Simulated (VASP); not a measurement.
# BN (pbesol) (P6_3/mmc) in VASP: further runs

One crystal, BN (pbesol), is run at these levels: PBEsol; tasks: single point, relaxation of cell and atoms, relaxation of shape and atoms at fixed volume.

Everything below comes from runs of VASP 6.6.1. Logs are shortened: lines on timing, memory, paths and dates and some standing lists are left out, and cuts for length are marked.

## Step 1: Starting point

Symmetry: P6_3/mmc, No. 194, hexagonal system. Conventional cell: a = 2.504 Å, b = 2.504 Å, c = 7.029 Å, α = 90.00°, β = 90.00°, γ = 120.00°. B (site symmetry -6m2) has 3 N at 1.45 Å as nearest neighbours. N (site symmetry -6m2) has 3 B at 1.45 Å as nearest neighbours.

## Step 2: Single point, PBEsol

File INCAR:

```
SYSTEM = BN
ALGO     = Normal         ! electronic algorithm
EDIFF    = 1E-7           ! SCF threshold, eV
ENCUT    = 520            ! plane-wave cutoff, eV
GGA      = PS             ! functional
ISIF     = 2              ! what is computed and relaxed
ISMEAR   = 0              ! smearing method
LASPH    = .True.         ! aspherical terms in the spheres
LCHARG   = .False.        ! write CHGCAR
LREAL    = .False.        ! projectors in reciprocal space
LWAVE    = .False.        ! write WAVECAR
NBANDS   = 16             ! bands
NELM     = 100            ! most SCF steps
PREC     = Accurate       ! precision mode
SIGMA    = 0.02           ! smearing width, eV
```

File KPOINTS:

```
k-points
0
Gamma
  12 12 4
  0 0 0
```

File POSCAR:

```
BN
1.0
    2.5043318266      0.0000000000      0.0000000000
   -1.2521659133      2.1688149814      0.0000000000
    0.0000000000      0.0000000000      7.0294151386
B N
2 2
Direct
    0.3333333333      0.6666666667      0.2500000000
    0.6666666667      0.3333333333      0.7500000000
    0.3333333333      0.6666666667      0.7500000000
    0.6666666667      0.3333333333      0.2500000000
```

Potentials or basis: VASP PAW PBE potentials, release 64 (B, N).

Launch:

```sh
$ cat potpaw_PBE.64/B/POTCAR potpaw_PBE.64/N/POTCAR > POTCAR
$ mpirun -np 1 vasp_std > vasp.out
```

OUTCAR:

```text
SYSTEM = BN
   EDIFF = 1E-7
   ENCUT = 520
   GGA = PS
   ISIF = 2
   ISMEAR = 0
   LASPH = .True.
   LREAL = .False.
   NELM = 100
   PREC = Accurate

 ion  position               nearest neighbor table
   1  0.333  0.667  0.250-   4 1.45   4 1.45   4 1.45
   2  0.667  0.333  0.750-   3 1.45   3 1.45   3 1.45
   3  0.333  0.667  0.750-   2 1.45   2 1.45   2 1.45
   4  0.667  0.333  0.250-   1 1.45   1 1.45   1 1.45

  LATTYP: Found a hexagonal cell.
 ALAT       =     2.5043318266
 C/A-ratio  =     2.8069024496

  Lattice vectors:

 A1 = (   2.5043318266,   0.0000000000,   0.0000000000)
 A2 = (  -1.2521659133,   2.1688149814,   0.0000000000)
 A3 = (   0.0000000000,   0.0000000000,   7.0294151386)

Analysis of symmetry for initial positions (statically):
=====================================================================
 Subroutine PRICEL returns:
 Original cell was already a primitive cell.

 Routine SETGRP: Setting up the symmetry group for a
 hexagonal supercell.

 Subroutine GETGRP returns: Found 24 space group operations
 (whereof 12 operations were pure point group operations)
 out of a pool of 24 trial point group operations.

The static configuration has the point symmetry D_3d.
 The point group associated with its full space group is D_6h.

Analysis of symmetry for dynamics (positions and initial velocities):
=====================================================================
 Subroutine PRICEL returns:
 Original cell was already a primitive cell.

 Routine SETGRP: Setting up the symmetry group for a
 hexagonal supercell.

 Subroutine GETGRP returns: Found 24 space group operations
 (whereof 12 operations were pure point group operations)
 out of a pool of 24 trial point group operations.

The dynamic configuration has the point symmetry D_3d.
 The point group associated with its full space group is D_6h.

 Subroutine INISYM returns: Found 24 space group operations
 (whereof 12 operations are pure point group operations),
 and found     1 'primitive' translations

----------------------------------------------------------------------------------------

                                     Primitive cell

  volume of cell :      38.1798

  direct lattice vectors                    reciprocal lattice vectors
     2.504331827  0.000000000  0.000000000     0.399308107  0.230540643  0.000000000
    -1.252165913  2.168814981  0.000000000     0.000000000  0.461081286  0.000000000
     0.000000000  0.000000000  7.029415139     0.000000000  0.000000000  0.142259346

  length of vectors
     2.504331827  2.504331827  7.029415139     0.461081286  0.461081286  0.142259346

  position of ions in fractional coordinates (direct lattice)
     0.333333333  0.666666667  0.250000000
     0.666666667  0.333333333  0.750000000
     0.333333333  0.666666667  0.750000000
     0.666666667  0.333333333  0.250000000

  ion indices of the primitive-cell ions
   primitive index   ion index
                 1           1
                 2           2
                 3           3
                 4           4

----------------------------------------------------------------------------------------

 KPOINTS: k-points

Automatic generation of k-mesh.
 Grid dimensions read from file:
 generate k-points for:   12   12    4

 Generating k-lattice:

  Cartesian coordinates                     Fractional coordinates (reciprocal lattice)
     0.033275676  0.019211720  0.000000000     0.083333333  0.000000000  0.000000000
     0.000000000  0.038423440  0.000000000     0.000000000  0.083333333  0.000000000
     0.000000000  0.000000000  0.035564836     0.000000000  0.000000000  0.250000000

  Length of vectors
     0.038423440  0.038423440  0.035564836

  Shift w.r.t. Gamma in fractional coordinates (k-lattice)
     0.000000000  0.000000000  0.000000000

 Subroutine IBZKPT returns following result:
 ===========================================

 Found     57 irreducible k-points:

 Following reciprocal coordinates:
            Coordinates               Weight
[... 47 lines left out ...]
 Fermi energy:         1.9226187837

 k-point     1 :       0.0000    0.0000    0.0000
  band No.  band energies     occupation
      1     -15.9624      2.00000
      2     -15.7683      2.00000
      3      -4.3095      2.00000
      4      -2.6702      2.00000
      5       0.4388      2.00000
      6       0.4388      2.00000
[... 8 lines left out ...]
     15      13.5926      0.00000
     16      14.6606      0.00000

 k-point     2 :       0.0833    0.0000    0.0000
  band No.  band energies     occupation
      1     -15.8267      2.00000
      2     -15.6359      2.00000
      3      -4.1229      2.00000
      4      -2.4993      2.00000
      5      -0.1199      2.00000
      6      -0.1052      2.00000
[... 8 lines left out ...]
     15      14.1099      0.00000
     16      14.1797      0.00000

 k-point     3 :       0.1667    0.0000    0.0000
  band No.  band energies     occupation
      1     -15.4266      2.00000
      2     -15.2455      2.00000
      3      -3.5701      2.00000
      4      -1.9960      2.00000
      5      -1.5372      2.00000
      6      -1.5194      2.00000
[... 8 lines left out ...]
     15      15.4766      0.00000
     16      15.5519      0.00000

 k-point     4 :       0.2500   -0.0000    0.0000
  band No.  band energies     occupation
      1     -14.7883      2.00000
      2     -14.6242      2.00000
      3      -3.3377      2.00000
      4      -3.3057      2.00000
      5      -2.6764      2.00000
      6      -1.1956      2.00000
[... 8 lines left out ...]
     15      16.4965      0.00000
     16      17.7520      0.00000
[... 324 lines left out ...]
 k-point    22 :       0.1667    0.0000    0.2500
  band No.  band energies     occupation
      1     -15.4009      2.00000
      2     -15.2729      2.00000
      3      -3.3760      2.00000
      4      -2.2802      2.00000
      5      -1.5301      2.00000
      6      -1.5117      2.00000
[... 8 lines left out ...]
     15      15.4875      0.00000
     16      15.5406      0.00000

 k-point    23 :       0.2500   -0.0000    0.2500
  band No.  band energies     occupation
      1     -14.7650      2.00000
      2     -14.6490      2.00000
      3      -3.3403      2.00000
      4      -3.3147      2.00000
      5      -2.4804      2.00000
      6      -1.4450      2.00000
[... 8 lines left out ...]
     15      17.7074      0.00000
     16      17.7629      0.00000

 k-point    24 :       0.3333    0.0000    0.2500
  band No.  band energies     occupation
      1     -13.9591      2.00000
      2     -13.8622      2.00000
      3      -5.1284      2.00000
      4      -5.0950      2.00000
      5      -1.8212      2.00000
      6      -1.7957      2.00000
[... 8 lines left out ...]
     15      18.1250      0.00000
     16      20.0878      0.00000

 [... further k-points ...]

------------------------ aborting loop because EDIFF is reached ----------------------------------------

  FORCE on cell =-STRESS in cart. coord.  units (eV):
  Direction    XX          YY          ZZ          XY          YZ          ZX
  --------------------------------------------------------------------------------------
  -------------------------------------------------------------------------------------
  Total        0.1170356      0.1170356     -0.0319127      0.0000000      0.0000000      0.0000000
  in kB        4.9112826      4.9112826     -1.3391833      0.0000000      0.0000000      0.0000000
  external PRESSURE =       2.8277939 kB  Pullay stress =       0.0000000 kB

 VOLUME and BASIS-vectors are now :
 -----------------------------------------------------------------------------
  energy-cutoff  :      520.00
  volume of cell :       38.18
      direct lattice vectors                 reciprocal lattice vectors
     2.504331827  0.000000000  0.000000000     0.399308107  0.230540643  0.000000000
    -1.252165913  2.168814981  0.000000000     0.000000000  0.461081286  0.000000000
     0.000000000  0.000000000  7.029415139     0.000000000  0.000000000  0.142259346

 POSITION                                       TOTAL-FORCE (eV/Angst)
 -----------------------------------------------------------------------------------
     -0.00000      1.44588      1.75735         0.000000      0.000000      0.000000
      1.25217      0.72294      5.27206        -0.000000      0.000000      0.000000
     -0.00000      1.44588      5.27206         0.000000     -0.000000      0.000000
      1.25217      0.72294      1.75735        -0.000000      0.000000      0.000000
 -----------------------------------------------------------------------------------
    total drift:                               -0.000000      0.000000      0.000000

  FREE ENERGIE OF THE ION-ELECTRON SYSTEM (eV)
  ---------------------------------------------------
  free  energy   TOTEN  =       -36.5708541517 eV

  energy  without entropy=      -36.5708541517  energy(sigma->0) =      -36.57085415
```

Run time: 19 s. Hardware: 1 thread of AMD EPYC 9R45 (Zen 5), shared host; peak memory 0.13 GiB.

What came out:

```yaml
Free_energy: -36.5709 eV
Pressure: 0.3 GPa
Band_gap_on_the_k_mesh: 4.26 eV, indirect (least direct gap 4.60 eV)
```

Stress tensor (GPa, compression positive):
```
 0.49  0.00  0.00
 0.00  0.49  0.00
 0.00  0.00 -0.13
```

Levels at points of the mesh, in eV from the valence-band top:
```
           k point  band 4  band 5  band 6  band 7  band 8  band 9  band 10  band 11  band 12  band 13
(0.00, 0.00, 0.00)   -4.42   -1.31   -1.31   -1.29   -1.29    4.76     9.50    11.52    11.52    11.60
(0.50, 0.00, 0.00)   -8.87   -4.13   -4.09   -1.31   -0.56    4.26     5.36     9.41     9.92    12.27
(0.00, 0.00, 0.50)   -5.32   -1.30   -1.30   -1.30   -1.30    6.85     6.85    11.56    11.56    11.56
(0.50, 0.00, 0.50)   -8.89   -4.11   -4.11   -0.92   -0.92    4.67     4.67     9.81     9.81    13.10
```

Caveat: the PAW data sets were made with another functional, which shifts forces and pressure a little; this functional lacks dispersion, which binds the layers, so the pressure and a relaxed spacing across them are unreliable. Expect the measured gap to be larger: semilocal functionals such as PBEsol lack the derivative discontinuity.

## Step 3: Relaxation of cell and atoms, PBEsol

This run uses another cell than the first one, of 8.97 Å³/atom, 0.939 times its volume.

File INCAR:

```
PREC = Accurate
ENCUT = 600
EDIFF = 1E-6
ISMEAR = 0
SIGMA = 0.02
LREAL = F
LASPH = T
NELM = 100
ALGO = Normal
ISIF = 3
LWAVE = F
LCHARG = F
GGA = PS
IBRION = 2
NSW = 100
EDIFFG = -0.002
```

File KPOINTS:

```
Automatic mesh
0
Gamma
  12 12 4
```

File POSCAR:

```
BN
1.0
    2.4982400000      0.0000000000      0.0000000000
   -1.2491200000      2.1635393048      0.0000000000
    0.0000000000      0.0000000000      6.6357000000
B N
2 2
Direct
    0.3333333333      0.6666666667      0.2500000000
    0.6666666667      0.3333333333      0.7500000000
    0.3333333333      0.6666666667      0.7500000000
    0.6666666667      0.3333333333      0.2500000000
```

Potentials or basis: VASP PAW PBE potentials, release 64 (B, N).

Launch:

```sh
$ cat potpaw_PBE.64/B/POTCAR potpaw_PBE.64/N/POTCAR > POTCAR
$ mpirun -np 1 vasp_std > vasp.out
```

Wall time 78 s (1 thread of AMD EPYC 9R45 (Zen 5), shared host); peak memory 0.13 GiB.

The run converged. Its results:

- Free energy: -36.5745 eV
- Relaxed volume: 9.39 Å³/atom
- Relaxed cell: a = 2.505 Å, b = 2.505 Å, c = 6.907 Å, α = 90.00°, β = 90.00°, γ = 120.00°
- Space group after relaxing (to 0.05 Å): P6_3/mmc (No. 194)
- Energy gained by relaxing: 1.2 meV/atom
- Ionic steps: 11
- Pressure after relaxing: 0.0 GPa
- Band gap on the k mesh: 4.23 eV, indirect (least direct gap 4.59 eV)

The path:
```csv
step,energy change (eV),largest force (eV/Å),pressure (GPa),volume (Å³)
1,0.0000,0.0000,2.29,35.87
2,0.0050,0.0000,-3.64,36.53
3,-0.0020,0.0000,0.17,36.10
4,-0.0023,0.0000,0.14,36.15
5,-0.0029,0.0000,0.13,36.32
6,-0.0038,0.0000,0.11,36.66
7,-0.0046,0.0000,0.10,37.34
8,-0.0047,0.0000,0.08,37.56
9,-0.0047,0.0000,0.09,37.53
10,-0.0040,0.0000,-1.20,37.71
11,-0.0047,0.0000,0.01,37.54
```

Final structure:
```yaml
crystal:
  lattice:
    - [2.50518, 0.00000, 0.00000]
    - [-1.25259, 2.16955, 0.00000]
    - [0.00000, 0.00000, 6.90734]
  atoms:
    - { symbol: B, position: [0.33333, 0.66667, 0.25000] }
    - { symbol: B, position: [0.66667, 0.33333, 0.75000] }
    - { symbol: N, position: [0.33333, 0.66667, 0.75000] }
    - { symbol: N, position: [0.66667, 0.33333, 0.25000] }
```

Levels at points of the mesh, in eV from the valence-band top:
| k point | band 6 | band 7 | band 8 | band 9 | band 10 | band 11 |
| --- | --- | --- | --- | --- | --- | --- |
| (0.00, 0.00, 0.00) | -1.31 | -1.28 | -1.28 | 4.84 | 9.70 | 11.51 |
| (0.50, 0.00, 0.00) | -4.08 | -1.35 | -0.52 | 4.23 | 5.43 | 9.41 |
| (0.00, 0.00, 0.50) | -1.30 | -1.30 | -1.30 | 7.02 | 7.02 | 11.55 |
| (0.50, 0.00, 0.50) | -4.11 | -0.92 | -0.92 | 4.66 | 4.66 | 9.81 |

Caveat: the PAW data sets were made with another functional, which shifts forces and pressure a little; this functional lacks dispersion, which binds the layers, so the pressure and a relaxed spacing across them are unreliable. A k mesh can miss the band edges.

## Step 4: Single point, PBEsol

This run uses another cell than the first one, of 9.83 Å³/atom, 1.030 times its volume.

File INCAR:

```
SYSTEM = BN
PREC     = Accurate       ! precision mode
ENCUT    = 520            ! plane-wave cutoff, eV
EDIFF    = 1E-6           ! SCF threshold, eV
ISMEAR   = 0              ! smearing method
SIGMA    = 0.02           ! smearing width, eV
LREAL    = .FALSE.        ! projectors in reciprocal space
LASPH    = .TRUE.         ! aspherical terms in the spheres
NELM     = 100            ! most SCF steps
ALGO     = Normal         ! electronic algorithm
ISIF     = 2              ! what is computed and relaxed
LWAVE    = .FALSE.        ! write WAVECAR
LCHARG   = .FALSE.        ! write CHGCAR
GGA      = PS             ! functional
NBANDS   = 16             ! bands
```

File KPOINTS:

```
regular mesh
0
G
  12 12 4
  0 0 0
```

File POSCAR:

```
BN
1.0
    2.5047156520      0.0000000000      0.0000000000
   -1.2523578260      2.1691473839      0.0000000000
    0.0000000000      0.0000000000      7.2380787402
B N
2 2
Direct
    0.3333333333      0.6666666667      0.2500000000
    0.6666666667      0.3333333333      0.7500000000
    0.3333333333      0.6666666667      0.7500000000
    0.6666666667      0.3333333333      0.2500000000
```

Launch:

```sh
$ cat potpaw_PBE.64/B/POTCAR potpaw_PBE.64/N/POTCAR > POTCAR
$ mpirun -np 1 vasp_std > vasp.out
```

Wall time 18 s (1 thread of AMD EPYC 9R45 (Zen 5), shared host); peak memory 0.13 GiB.

It converged, with:

- Free energy: -36.5703 eV
- Pressure: 0.1 GPa
- Band gap on the k mesh: 4.31 eV, indirect (least direct gap 4.60 eV)

Stress tensor (GPa, compression positive):
```
 0.29  0.00  0.00
 0.00  0.29  0.00
 0.00  0.00 -0.32
```

Levels at points of the mesh, in eV from the valence-band top:
| k point | band 5 | band 6 | band 7 | band 8 | band 9 | band 10 | band 11 | band 12 |
| --- | --- | --- | --- | --- | --- | --- | --- | --- |
| (0.00, 0.00, 0.00) | -1.31 | -1.31 | -1.30 | -1.30 | 4.64 | 9.16 | 11.52 | 11.52 |
| (0.50, 0.00, 0.00) | -4.13 | -4.10 | -1.24 | -0.61 | 4.31 | 5.27 | 9.40 | 9.92 |
| (0.00, 0.00, 0.50) | -1.30 | -1.30 | -1.30 | -1.30 | 6.57 | 6.57 | 11.55 | 11.55 |
| (0.50, 0.00, 0.50) | -4.11 | -4.11 | -0.92 | -0.92 | 4.67 | 4.67 | 9.78 | 9.78 |

Caveat: the PAW data sets were made with another functional, which shifts forces and pressure a little; this functional lacks dispersion, which binds the layers, so the pressure and a relaxed spacing across them are unreliable. A k mesh can miss the band edges.

## Step 5: Relaxation of shape and atoms at fixed volume, PBEsol

This run uses another cell than the first one, of 9.83 Å³/atom, 1.030 times its volume.

File INCAR:

```
SYSTEM = BN
PREC     = Accurate       ! precision mode
ENCUT    = 600            ! plane-wave cutoff, eV
EDIFF    = 1E-7           ! SCF threshold, eV
ISMEAR   = 0              ! smearing method
SIGMA    = 0.02           ! smearing width, eV
LREAL    = .False.        ! projectors in reciprocal space
LASPH    = .True.         ! aspherical terms in the spheres
NELM     = 100            ! most SCF steps
ALGO     = Normal         ! electronic algorithm
ISIF     = 4              ! what is computed and relaxed
LWAVE    = .False.        ! write WAVECAR
LCHARG   = .False.        ! write CHGCAR
GGA      = PS             ! functional
IBRION   = 2              ! ionic algorithm
NSW      = 50             ! ionic steps
EDIFFG   = -0.01          ! ionic threshold
```

File KPOINTS:

```
regular mesh
0
Gamma
  12 12 4
  0 0 0
```

File POSCAR:

```
BN
1.0
    2.5291288039      0.0000000000      0.0000000000
   -1.2645644020      2.1902897936      0.0000000000
    0.0000000000      0.0000000000      7.0990178349
B N
2 2
Direct
    0.3333333333      0.6666666667      0.2500000000
    0.6666666667      0.3333333333      0.7500000000
    0.3333333333      0.6666666667      0.7500000000
    0.6666666667      0.3333333333      0.2500000000
```

Launch:

```sh
$ cat potpaw_PBE.64/B/POTCAR potpaw_PBE.64/N/POTCAR > POTCAR
$ mpirun -np 1 vasp_std > vasp.out
```

It took 35 s on 1 thread of AMD EPYC 9R45 (Zen 5), shared host; peak memory 0.14 GiB.

Results (log left out):

```
Free energy               : -36.5777 eV
Energy gained by relaxing : 5.1 meV/atom
Ionic steps               : 3
Pressure after relaxing   : -0.4 GPa
Band gap on the k mesh    : 4.30 eV, indirect (least direct gap 4.60 eV)
```

Step by step:
```csv
step,energy change (eV),largest force (eV/Å),pressure (GPa),volume (Å³)
1,0.0000,0.0000,-6.33,39.33
2,-0.0203,0.0000,-0.68,39.33
3,-0.0203,0.0000,-0.43,39.33
```

Final structure:
```
CELL_PARAMETERS angstrom
2.50603 0.00000 0.00000
-1.25302 2.17029 0.00000
0.00000 0.00000 7.23047
ATOMIC_POSITIONS crystal
B 0.33333 0.66667 0.25000
B 0.66667 0.33333 0.75000
N 0.33333 0.66667 0.75000
N 0.66667 0.33333 0.25000
```

Levels at points of the mesh, in eV from the valence-band top:
```tsv
k point	band 5	band 6	band 7	band 8	band 9	band 10	band 11	band 12
(0.00, 0.00, 0.00)	-1.31	-1.31	-1.30	-1.30	4.65	9.17	11.51	11.51
(0.50, 0.00, 0.00)	-4.13	-4.10	-1.24	-0.61	4.30	5.27	9.39	9.90
(0.00, 0.00, 0.50)	-1.30	-1.30	-1.30	-1.30	6.58	6.58	11.54	11.54
(0.50, 0.00, 0.50)	-4.11	-4.11	-0.92	-0.92	4.67	4.67	9.77	9.77
```

Caveat: the PAW data sets were made with another functional, which shifts forces and pressure a little; this functional lacks dispersion, which binds the layers, so the pressure and a relaxed spacing across them are unreliable.

## Step 6: Overview

| task | cell | cutoff (eV) | gap on the mesh (eV) | pressure (GPa) | relaxed volume (Å³/atom) |
| --- | --- | --- | --- | --- | --- |
| single point | P6_3/mmc, 9.54 Å³/atom | 520 | 4.26 | 0.3 | - |
| relaxation of cell and atoms | relaxed | 600 | 4.23 | 0.0 | 9.39 |
| single point | P6_3/mmc, 9.83 Å³/atom | 520 | 4.31 | 0.1 | - |
| relaxation of shape and atoms at fixed volume | relaxed at fixed volume | 600 | 4.30 | -0.4 | 9.83 |

Alike in all rows: level PBEsol; potentials or basis VASP PAW PBE potentials, release 64 (B, N); no spin polarisation; k mesh 12 × 12 × 4; smearing gaussian 0.02 eV.

Caveats: the PAW data sets were made with another functional, which shifts forces and pressure a little; this functional lacks dispersion, which binds the layers, so the pressure and a relaxed spacing across them are unreliable.

Total energies depend on the potentials used, so only differences within one code and one set of settings carry meaning.
